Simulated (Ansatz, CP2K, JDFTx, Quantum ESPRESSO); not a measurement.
# WS2: programs and potentials compared

```xyz
3
Lattice="3.1835 0.0000 0.0000 -1.5918 2.7570 0.0000 0.0000 0.0000 16.9506" Properties=species:S:1:pos:R:3 pbc="T T T"
W     0.0000    0.0000    0.0000
S     0.0000    1.8380    1.5595
S     0.0000    1.8380   15.3911
```

Measurements of this composition are mostly on another form, of space group No. 194.

The cell holds a layer with vacuum beside it, so values per volume hang on the cell's height.

Alike in all runs: task band structure; functional LDA; k mesh 10 × 10 × 2; occupations fermi-dirac, width 0.05 eV; no spin polarisation; no spin-orbit coupling. LDA stands for any of its common fits. Gaps are the smaller of the mesh's and the band path's.

```tsv
program and potentials	plane-wave cutoff (eV)	notes	band gap (eV)	largest force (eV/Å)
Ansatz, Ansatz PAW	420	potentials made for PBE, which Ansatz adapts in part	1.77	0.404
Quantum ESPRESSO, PseudoDojo 0.4.1 SR LDA standard	952	-	?	?
JDFTx, PseudoDojo-SR-LDA-0.4.1-standard	952	-	1.77	-
CP2K, GTH_POTENTIALS W GTH-PADE-q14, S GTH-PADE-q6; TZVP-MOLOPT-PBE-GTH basis	-	atomic basis	1.79	0.732
```

Task: Estimate from the other rows what the run with Quantum ESPRESSO, PseudoDojo 0.4.1 SR LDA standard gave.

Result: Band gap 1.77 eV; largest force 0.435 eV/Å. The other rows, which needn't bracket it: band gap 1.77 to 1.79; largest force 0.404 to 0.732.
